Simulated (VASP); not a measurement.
Output of a VASP run:

File OUTCAR:
```
 ion  position               nearest neighbor table
   1  0.000  0.000  0.000-
   2  0.500  0.500  0.500-
  LATTYP: Found a simple cubic cell.
 ALAT       =     4.6705561252
 Subroutine PRICEL returns:
 Original cell was already a primitive cell.
 Subroutine GETGRP returns: Found 48 space group operations
The static configuration has the point symmetry O_h .
The dynamic configuration has the point symmetry O_h .
 Subroutine INISYM returns: Found 48 space group operations
 Subroutine IBZKPT returns following result:
 Found     20 irreducible k-points:

 Following reciprocal coordinates:
            Coordinates               Weight
  0.000000  0.000000  0.000000      1.000000
  0.142857  0.000000  0.000000      6.000000
  0.285714  0.000000  0.000000      6.000000
  0.428571  0.000000  0.000000      6.000000
  0.142857  0.142857  0.000000     12.000000
  0.285714  0.142857  0.000000     24.000000
  0.428571  0.142857  0.000000     24.000000
  0.285714  0.285714  0.000000     12.000000
  0.428571  0.285714  0.000000     24.000000
  0.428571  0.428571  0.000000     12.000000
  0.142857  0.142857  0.142857      8.000000
  0.285714  0.142857  0.142857     24.000000
  0.428571  0.142857  0.142857     24.000000
  0.285714  0.285714  0.142857     24.000000
  0.428571  0.285714  0.142857     48.000000
  0.428571  0.428571  0.142857     24.000000
  0.285714  0.285714  0.285714      8.000000
  0.428571  0.285714  0.285714     24.000000
  0.428571  0.428571  0.285714     24.000000
  0.428571  0.428571  0.428571      8.000000
   k-points           NKPTS =     20   k-points in BZ     NKDIM =     20   number of bands    NBANDS=     12
   number of dos      NEDOS =    601   number of ions     NIONS =      2
   total plane-waves  NPLWV =  46656
   dimension x,y,z NGX =    36 NGY =   36 NGZ =   36
   dimension x,y,z NGXF=    72 NGYF=   72 NGZF=   72
   ions per type =               1   1
   PREC   = accura    normal or accurate (medium, high low for compatibility)
   ISTART =      0    job   : 0-new  1-cont  2-samecut
   ICHARG =      2    charge: 1-file 2-atom 10-const
   ISPIN  =      1    spin polarized calculation?
   LNONCOLLINEAR =      F non collinear calculations
   LSORBIT =      F    spin-orbit coupling
   INIWAV =      1    electr: 0-lowe 1-rand  2-diag
   ENCUT  =  520.0 eV  38.22 Ry    6.18 a.u.   8.68  8.68  8.68*2*pi/ulx,y,z
   NELM   =    100;   NELMIN=  2; NELMDL= -5     # of ELM steps
   EDIFF  = 0.1E-06   stopping-criterion for ELM
   LREAL  =      F    real-space projection
   NLSPLINE    = F    spline interpolate recip. space projectors
   LMAXMIX     =    4 max onsite mixed and CHGCAR
   VOSKOWN=      0    Vosko Wilk Nusair interpolation
   EDIFFG = 0.1E-05   stopping-criterion for IOM
   NSW    =      0    number of steps for IOM
   NBLOCK =      1;   KBLOCK =      1    inner block; outer block
   IBRION =     -1    ionic relax: 0-MD 1-quasi-New 2-CG
   NFREE  =      0    steps in history (QN), initial steepest desc. (CG)
   ISIF   =      2    stress and relaxation
   ISYM   =      2    0-nonsym 1-usesym 2-fastsym
   TEIN   =    0.0    initial temperature
   TEBEG  =    0.0;   TEEND  =   0.0 temperature during run
   SMASS  =  -3.00    Nose mass-parameter (am)
   PSTRESS=    0.0 pullay stress
   NELECT =      16.0000    total number of electrons
   EFERMI =   0.00;   METHOD = LEGACY
   ISMEAR =    -5;   SIGMA  =   0.20  broadening in eV -4-tet -1-fermi 0-gaus
   IALGO  =     38    algorithm
   LDIAG  =      T    sub-space diagonalisation (order eigenvalues)
   IMIX   =      4    mixing-type and parameters
     AMIX     =   0.40;   BMIX     =  1.00
     AMIX_MAG =   1.60;   BMIX_MAG =  1.00
     AMIN     =   0.10
   GGA     = PE    functional components
   VOSKOWN =     0    Vosko Wilk Nusair interpolation
   LHFCALC =     F    Hartree Fock is set to
   LHFONE  =     F    Hartree Fock one center treatment
...
```

File OSZICAR:
```
       N       E                     dE             d eps       ncg     rms          rms(c)
DAV:   1     0.943709942577E+02    0.94371E+02   -0.62312E+03   480   0.110E+03
DAV:   2     0.221516579214E+01   -0.92156E+02   -0.86219E+02   716   0.164E+02
DAV:   3    -0.548623755701E+01   -0.77014E+01   -0.76796E+01   596   0.552E+01
DAV:   4    -0.559628399082E+01   -0.11005E+00   -0.11002E+00   592   0.823E+00
DAV:   5    -0.559761281316E+01   -0.13288E-02   -0.13288E-02   596   0.955E-01    0.156E+00
DAV:   6    -0.546673668065E+01    0.13088E+00   -0.17646E-01   552   0.192E+00    0.119E+00
DAV:   7    -0.543867120194E+01    0.28065E-01   -0.14881E-01   556   0.183E+00    0.608E-01
DAV:   8    -0.544241780259E+01   -0.37466E-02   -0.10838E-02   576   0.671E-01    0.709E-02
DAV:   9    -0.544285235275E+01   -0.43455E-03   -0.12955E-03   572   0.226E-01    0.800E-02
DAV:  10    -0.544292862868E+01   -0.76276E-04   -0.11271E-04   576   0.802E-02    0.132E-02
DAV:  11    -0.544292548990E+01    0.31388E-05   -0.35687E-05   572   0.294E-02    0.555E-03
DAV:  12    -0.544292629408E+01   -0.80418E-06   -0.42193E-06   592   0.146E-02    0.210E-03
DAV:  13    -0.544292635076E+01   -0.56684E-07   -0.98120E-08   436   0.243E-03
   1 F= -.59338905E+01 E0= -.59338905E+01  d E =0.000000E+00
```

File OUTCAR:
```
------------------------ aborting loop because EDIFF is reached ----------------------------------------
 Edisp (eV)   -0.49096
  FORCE on cell =-STRESS in cart. coord.  units (eV):
  Direction    XX          YY          ZZ          XY          YZ          ZX
  --------------------------------------------------------------------------------------
  Total      -0.00404    -0.00404    -0.00404     0.00000     0.00000     0.00000
  in kB      -0.06346    -0.06346    -0.06346     0.00000     0.00000     0.00000
  external pressure =       -0.06 kB  Pullay stress =        0.00 kB
  volume of cell :      101.88
      direct lattice vectors                 reciprocal lattice vectors
     4.670556125  0.000000000  0.000000000     0.214107265  0.000000000  0.000000000
     0.000000000  4.670556125  0.000000000     0.000000000  0.214107265  0.000000000
     0.000000000  0.000000000  4.670556125     0.000000000  0.000000000  0.214107265
 POSITION                                       TOTAL-FORCE (eV/Angst)
 -----------------------------------------------------------------------------------
      0.00000      0.00000      0.00000         0.000000      0.000000      0.000000
      2.33528      2.33528      2.33528         0.000000      0.000000      0.000000
 -----------------------------------------------------------------------------------
    total drift:                               -0.000000      0.000000      0.000000
  FREE ENERGIE OF THE ION-ELECTRON SYSTEM (eV)
  ---------------------------------------------------
  free  energy   TOTEN  =        -5.9338904962 eV

  energy  without entropy=       -5.9338904962  energy(sigma->0) =       -5.93389050

 total charge

# of ion       s       p       d       tot
------------------------------------------
    1        1.833   4.705   0.024   6.562
    2        1.495   2.831   0.002   4.327
--------------------------------------------------
tot          3.328   7.535   0.025  10.889
```
(Selected blocks of OUTCAR.)

File POSCAR:
```
CsI
1
    4.6705561252     0.0000000000     0.0000000000
    0.0000000000     4.6705561252     0.0000000000
    0.0000000000     0.0000000000     4.6705561252
Cs I
1 1
Direct
  0.0000000000   0.0000000000   0.0000000000
  0.5000000000   0.5000000000   0.5000000000
```

Question: Write an INCAR and KPOINTS that could have produced this output.

Answer: One answer among several that fit: the input of the run itself, PBE GGA with D3 dispersion (zero damping), plane waves, VASP's PBE PAW potentials (set 64).

### INCAR
```
SYSTEM = CsI
PREC = Accurate
ENCUT = 520
EDIFF = 1E-7
NELM = 100
ALGO = Normal
LREAL = .FALSE.
LASPH = .TRUE.
ISMEAR = -5
GGA = PE
IVDW = 11
LMAXMIX = 4
LWAVE = .FALSE.
LCHARG = .TRUE.
LORBIT = 11
NEDOS = 601
ISIF = 2
```

**KPOINTS**
```
Automatic mesh
0
Gamma
7 7 7
0 0 0
```

POTCAR, in this order: Cs_sv I (PBE.64 set). Program: vasp_std.

The compound is CsI in the CsCl type structure. It was relaxed first, which changed the volume by +7 %.
